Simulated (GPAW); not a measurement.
Pd:

```
CELL_PARAMETERS angstrom
0.00000 1.94650 1.94650
1.94650 0.00000 1.94650
1.94650 1.94650 0.00000
ATOMIC_POSITIONS crystal
Pd 0.00000 0.00000 0.00000
```

Base run:

* Program: GPAW 26.7.0
* Functional: PBEint
* Potentials or basis: PAW data sets generated in the run's folder for this functional
* Cutoff: 600 eV
* Basis: pw
* k mesh: 9 × 9 × 9
* Occupations: fermi-dirac, width 0.05 eV
* Spin: spin-orbit coupling, no magnetisation

Its results: pressure -0.4 GPa.

Problem. The run is repeated on the same cell with these changes: functional from PBEint to PBEsol. What comes out?

Solution. Pressure -2.6 GPa.

Caveats: spin-orbit coupling was added after a scalar SCF, so levels and gaps hold it while energy, forces, pressure and moments don't.

Not every run made on this cell is shown here.
